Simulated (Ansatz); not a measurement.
# Cu (simple hexagonal type): how the settings move a single-point run

Question: which choices in the input matter for Cu (simple hexagonal type)?

Computed with Ansatz 0.2.0 (reference: DFT, PBE, all-electron LAPW, scalar-relativistic, unless a step's input says otherwise).

### Step 1. The structure to begin with

Symmetry: P6/mmm, No. 191, hexagonal system. The conventional cell has a = 1.923 Å, b = 1.923 Å, c = 1.829 Å, α = 90.00°, β = 90.00°, γ = 120.00°. Cu (site symmetry 6/mmm) is surrounded by 8 Cu at 1.83 to 1.92 Å.

Coordinates:

```xyz
1
Lattice="1.9227 0.0000 0.0000 -0.9614 1.6651 0.0000 0.0000 0.0000 1.8288" Properties=species:S:1:pos:R:3 pbc="T T T"
Cu    0.0000    0.0000    0.0000
```

### Step 2. Reference

Input file input.yaml:

```yaml
crystal:
  lattice:
    - [1.9227196688, 0.0, 0.0]
    - [-0.9613598344, 1.6651240776, 0.0]
    - [0.0, 0.0, 1.8287663595]
  atoms:
    - { symbol: Cu, position: [0.0, 0.0, 0.0] }
kpoints:
  mp_grid: { grid: [17, 17, 16] }
  band_path:
    path:
      - [0.0, 0.0, 0.0]
      - [0.5, 0.0, 0.0]
      - [0.3333333333, 0.3333333333, 0.0]
      - [0.0, 0.0, 0.0]
      - [0.0, 0.0, 0.5]
      - [0.5, 0.0, 0.5]
      - [0.3333333333, 0.3333333333, 0.5]
      - [0.0, 0.0, 0.5]
      - [0.5, 0.0, 0.5]
    npoints: 8
scf:
  occupations: { method: fermi_dirac, width: 0.05 }
hamiltonian:
  xc: pbe
  pseudopotentials: { kind: all_electron, lapw: { basis_error: 0.001 } }
output:
  forces: true
  stress: true
  eigenvalues: true
  populations: true
  dos: { projected: true, de: 0.2, e_range: [-14, 8] }
```

The run is started by

```sh
$ ansatz run input.yaml --threads 1 --pin off --max-ram 2048MiB --backend cpu --events-out ev --progress --plain --runs-dir out
```

### Step 3. Changing settings: dr2_threshold 1.0e-06, mixing.algorithm anderson, mixing.beta 0.1, hubbard.sites [{species: Cu, l: d, u_eff: 8.0}], hubbard.double_counting amf

Changes to input.yaml since step 2:

```diff
@@ -23,2 +23,4 @@
   occupations: { method: fermi_dirac, width: 0.05 }
+  convergence: { dr2_threshold: 1.0e-06 }
+  mixing: { algorithm: anderson, beta: 0.1 }
 hamiltonian:
@@ -26,2 +28,3 @@
   pseudopotentials: { kind: all_electron, lapw: { basis_error: 0.001 } }
+  hubbard: { sites: [{ species: Cu, l: d, u_eff: 8.0 }], double_counting: amf }
 output:
@@ -31,2 +34 @@
   populations: true
-  dos: { projected: true, de: 0.2, e_range: [-14, 8] }
```

Before running it: what results should come out? Wanted: for each run, ending; energy change; pressure; gap; force.

**Answer**, as computed:

| run | ending | energy change | pressure (GPa) | gap (eV) | force (eV/Å) | cycles | time |
| --- | --- | --- | --- | --- | --- | --- | --- |
| reference | converged | 0 | 661.6 | 0.00 | 0.00 | 6 | 23 s |
| 1: dr2_threshold 1.0e-06, mixing.algorithm anderson, mixing.beta 0.1, hubbard.sites [{species: Cu, l: d, u_eff: 8.0}], hubbard.double_counting amf | converged | -2.3 meV/atom (U changed: no physical gain or loss) | 661.7 | 0.00 | 0.00 | 9 | 38 s |

Times don't compare one to one where runs were asked for different outputs or read a saved state (see the inputs); cycles may leave out searches for a lower state.

Residual by cycle in the longest SCF loop of each run; runs are numbered as in the table. The quantity is the density residual dr2, in eV.

| cycle | reference | run 1 |
| --- | --- | --- |
| 1 | 0.274 | 0.274 |
| 2 | 0.00433 | 0.164 |
| 3 | 0.00958 | 0.0211 |
| 4 | 1.2e-4 | 0.00161 |
| 5 | 7.5e-7 | 9.2e-5 |
| 6 | 3.4e-9 | 4.9e-5 |
| 7 | - | 6.5e-7 |
| 8 | - | 1.6e-7 |
| 9 | - | 5.5e-9 |

What this shows: Changing the convergence setting, mixing and Hubbard U moves the energy by -2.3 meV/atom. The U term adds an energy of its own, so the shift says nothing about which run is better. A changed U is a change of model: its shifts are not errors of convergence. The structure is not at rest: the sound run finds 662 GPa, so these are no properties of the relaxed crystal. 
